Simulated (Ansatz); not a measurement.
# BaTiO3: the cost of one run

Method: DFT, PBE, plane-wave PAW, default files, scalar-relativistic, frozen cores, in Ansatz 0.2.0.

## (1) Starting point

The structure is cubic, space group Pm-3m (No. 221). Conventional cell: a = 4.006 Å, b = 4.006 Å, c = 4.006 Å, α = 90.00°, β = 90.00°, γ = 90.00°. Ba (site symmetry m-3m) has 12 O at 2.83 Å as nearest neighbours. Ti (site symmetry m-3m) has 6 O at 2.00 Å as nearest neighbours. Around O (site symmetry 4/mmm) lie 2 Ti at 2.00 Å and 4 Ba at 2.83 Å.

Coordinates:

```cif
data_structure
_symmetry_space_group_name_H-M 'P 1'
_symmetry_Int_Tables_number 1
_cell_length_a 4.0060
_cell_length_b 4.0060
_cell_length_c 4.0060
_cell_angle_alpha 90.000
_cell_angle_beta 90.000
_cell_angle_gamma 90.000
_cell_volume 64.29
loop_
_atom_site_label
_atom_site_type_symbol
_atom_site_fract_x
_atom_site_fract_y
_atom_site_fract_z
_atom_site_occupancy
Ba1 Ba 0.50000 0.50000 0.50000 1
Ti1 Ti 0.00000 0.00000 0.00000 1
O1 O 0.50000 0.00000 0.00000 1
O2 O 0.00000 0.50000 0.00000 1
O3 O 0.00000 0.00000 0.50000 1
```

The earlier run gave: gap on the mesh 1.81 eV, largest force 0.000 eV/Å, pressure 1.7 GPa.

The printed gradients, by site:

| site | atoms | first shell | V_zz (10²¹ V/m²) | η | C_Q (MHz) |
| --- | --- | --- | --- | --- | --- |
| Ba | 1 | 12 O at 2.83 Å | 0.00 | – | 0 (¹³⁷Ba) |
| Ti | 2 | 6 O at 2.00 Å | 0.00 | – | 0 (⁴⁹Ti) |
| O | 3, 4, 5 | 2 Ti at 2.00 Å, angle 180°; also 4 Ba at 2.83 Å | 2.68 | 0.00 | -1.66 (¹⁷O) |

Conventions: |V_zz| ≥ |V_yy| ≥ |V_xx|, η = (V_xx − V_yy)/V_zz, C_Q = eQV_zz/h. Q values from Pyykkö, Mol. Phys. 116, 1328 (2018).

## (2) Z stretched by -3 %, ions relaxed

input.yaml

```yaml
crystal:
  lattice:
    - [4.006, 0.0, 0.0]
    - [0.0, 4.006, 0.0]
    - [0.0, 0.0, 3.88582]
  atoms:
    - { symbol: Ba, position: [0.5, 0.5, 0.5] }
    - { symbol: Ti, position: [0.0, 0.0, 0.0] }
    - { symbol: O, position: [0.5, 0.0, 0.0] }
    - { symbol: O, position: [0.0, 0.5, 0.0] }
    - { symbol: O, position: [0.0, 0.0, 0.5] }
kpoints:
  mp_grid: { grid: [8, 8, 8] }
scf:
  occupations: { method: fermi_dirac, width: 0.02 }
hamiltonian:
  xc: pbe
  pseudopotentials: { kind: paw, frozen_core: stored }
output:
  forces: true
  stress: true
  populations: true
  efg: { quadrupole_moments_barn: { Ba: 0.236, Ti: 0.247, O: -0.02558 } }
relax:
  f_tol: 0.02
  max_steps: 60
```

Launch:

```bash
> ansatz run input.yaml --threads 1 --pin off --max-ram 3072MiB --backend cpu --events-out ev --progress --plain --runs-dir out
```

What time and memory should one allow on 1 thread of Intel Xeon at 2.50GHz (Skylake/Cascade Lake), shared host?

About 25 s, with a peak of 0.45 GiB.
